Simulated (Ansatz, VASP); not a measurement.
One calculation of Mo, two programs

INCAR

```
SYSTEM = Mo
  PREC = Accurate
  ENCUT = 520
  EDIFF = 1E-6
  ISMEAR = 0
  SIGMA = 0.15
  LREAL = .False.
  LASPH = .True.
  NELM = 60
  ALGO = Fast
  ISIF = 2
  LWAVE = .False.
  LCHARG = .False.
  GGA = PE
  NBANDS = 13
```

Contents of KPOINTS:

```
regular mesh
0
Gamma
  22 22 22
  0 0 0
```

POSCAR

```
Mo
1.0
   -2.0355196918      1.6348388810      1.6348388810
    1.6348388810     -2.0355196918      1.6348388810
    1.6348388810      1.6348388810     -2.0355196918
Mo
1
Direct
    0.0000000000      0.0000000000      0.0000000000
```

Input for Ansatz:

```yaml
crystal:
  lattice:
    - [-2.0355196918, 1.634838881, 1.634838881]
    - [1.634838881, -2.0355196918, 1.634838881]
    - [1.634838881, 1.634838881, -2.0355196918]
  atoms:
    - { symbol: Mo, position: [0.0, 0.0, 0.0] }
basis:
  ecutwfc: 420
kpoints:
  mp_grid: { grid: [22, 22, 22] }
hamiltonian:
  xc: pbe
  pseudopotentials: { kind: paw, azcp: { folder: soft_1 } }
scf:
  occupations: { method: gaussian, width: 0.15 }
output:
  forces: true
  stress: true
  eigenvalues: true
```

Alike in both runs: task single point; functional PBE; k mesh 22 × 22 × 22; occupations gaussian, width 0.15 eV; no spin polarisation.

|  | VASP | Ansatz |
| --- | --- | --- |
| version | VASP 6.6.1 | Ansatz 0.2.0 |
| potentials or method | VASP PAW PBE potentials, release 64 (Mo_sv) | scalar-relativistic, plane waves, PAW |
| plane-wave cutoff (eV) | 520 | 420 |
| valence electrons in the cell | 14 | 14 |

Ansatz gave:

```
gap on the k mesh at the Fermi level (eV)       : none
pressure (GPa)                                  : 25.9
largest component of the traceless stress (GPa) : 45.89
```

Q: Estimate VASP's values.

A: gap on the k mesh at the Fermi level (eV): none; pressure (GPa): 27.7; largest component of the traceless stress (GPa): 47.39.

A gap of «none» marks a metal or a gap that the smearing closes.

Caveats: so large a pressure means that the cell lies far from this level's equilibrium, or that cutoff or potentials fall short (VASP).
